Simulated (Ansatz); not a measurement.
# Si under changes of volume

One of the cells (13.979 Å³/atom); the others are scaled copies at fixed shape and fractional positions:

```
CELL_PARAMETERS angstrom
-1.62691 1.62691 1.32033
1.62691 -1.62691 1.32033
1.62691 1.62691 -1.32033
ATOMIC_POSITIONS crystal
Si 0.00000 0.00000 0.00000
```

This isn't the form of Si at room conditions, which is diamond.

```yaml
Program: Ansatz 0.2.0
Functional: r2SCAN
Potentials_or_basis: Ansatz PAW
Cutoff: "500 eV (not typed: the program's choice for these potentials)"
k_mesh: 13 × 13 × 13
Occupations: fermi-dirac, width 0.05 eV
Spin: no spin polarisation
```

```csv
volume (Å³/atom),energy over the lowest point (meV/atom),pressure (GPa)
13.140,15.94,6.6
13.420,6.58,4.1
13.699,1.42,1.8
13.979,0.00,-0.1
14.258,?,?
14.538,6.35,-3.4
14.818,13.62,-4.8
```

Q: What does the run at 14.258 Å³/atom give?

A: Energy over the lowest point 1.72 meV/atom; pressure -1.8 GPa.

Worked out: A Birch-Murnaghan fit of order 3 (a polynomial in V^(-2/3)) to the other rows has its minimum at 13.96 Å³/atom with B0 = V·E''(V) = 94 GPa and B' = 5.1 at fixed shape and positions, which overstates the stiffness. It gives 1.72 meV/atom at 14.258 Å³/atom, against the run's 1.72, and -dE/dV = -1.9 GPa, against -1.8.

Energies are extrapolated to zero smearing.

Caveats: the PAW data sets come from PBE, with cores solved anew for the run's functional, which leaves a small shift of forces and pressure.
